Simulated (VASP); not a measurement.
Input of a VASP 6.6.1 run:

File POSCAR:

```
NaCl
1.0
    3.5021900000      0.0000000000      0.0000000000
    0.0000000000      3.5021900000      0.0000000000
    0.0000000000      0.0000000000      3.5021900000
Cl Na
1 1
Direct
    0.5000000000      0.5000000000      0.5000000000
    0.0000000000      0.0000000000      0.0000000000
```

File INCAR.step1:

```
ALGO     = Normal         # electronic algorithm
EDIFF    = 1E-6           # SCF threshold, eV
ENCUT    = 520            # plane-wave cutoff, eV
GGA      = PS             # functional
ISIF     = 2              # what is computed and relaxed
ISMEAR   = 0              # smearing method
LASPH    = T              # aspherical terms in the spheres
LCHARG   = T              # write CHGCAR
LREAL    = F              # projectors in reciprocal space
LWAVE    = F              # write WAVECAR
NBANDS   = 14             # bands
NELM     = 100            # most SCF steps
PREC     = Accurate       # precision mode
SIGMA    = 0.02           # smearing width, eV
```

The input KPOINTS.step1:

```
k-points
0
Gamma
  8 8 8
```

File INCAR.step2:

```
ALGO     = Normal         # electronic algorithm
EDIFF    = 1E-6           # SCF threshold, eV
ENCUT    = 520            # plane-wave cutoff, eV
GGA      = PS             # functional
ICHARG   = 11             # starting density
ISIF     = 2              # what is computed and relaxed
ISMEAR   = 0              # smearing method
LASPH    = T              # aspherical terms in the spheres
LCHARG   = F              # write CHGCAR
LREAL    = F              # projectors in reciprocal space
LWAVE    = F              # write WAVECAR
NBANDS   = 14             # bands
NELM     = 100            # most SCF steps
PREC     = Accurate       # precision mode
SIGMA    = 0.05           # smearing width, eV
```

File KPOINTS.step2:

```
path GXMGRX,MR
10
line-mode
reciprocal
 0.0000000000  0.0000000000  0.0000000000  G
 0.0000000000  0.5000000000  0.0000000000  X

 0.0000000000  0.5000000000  0.0000000000  X
 0.5000000000  0.5000000000  0.0000000000  M

 0.5000000000  0.5000000000  0.0000000000  M
 0.0000000000  0.0000000000  0.0000000000  G

 0.0000000000  0.0000000000  0.0000000000  G
 0.5000000000  0.5000000000  0.5000000000  R

 0.5000000000  0.5000000000  0.5000000000  R
 0.0000000000  0.5000000000  0.0000000000  X

 0.5000000000  0.5000000000  0.0000000000  M
 0.5000000000  0.5000000000  0.5000000000  R
```

Potentials or basis: VASP PAW PBE potentials, release 64 (Cl, Na_pv).

The run is started by

```bash
$ cat potpaw_PBE.64/Cl/POTCAR potpaw_PBE.64/Na_pv/POTCAR > POTCAR
$ cp INCAR.step1 INCAR
$ cp KPOINTS.step1 KPOINTS
$ mpirun -np 1 vasp_std > vasp.out
$ cp INCAR.step2 INCAR
$ cp KPOINTS.step2 KPOINTS
$ mpirun -np 1 vasp_std > vasp.out
```

(1) What does it give for the band gap on the k mesh?

(2) Estimate the band gap along the path.

Answers

(1) 3.84 eV, indirect (least direct gap 4.34 eV).

(2) 3.84 eV, indirect (least direct gap 4.34 eV).

Caveat: the log is that of the step along the path at fixed density, whose energy, stress, charges and moments have no meaning.
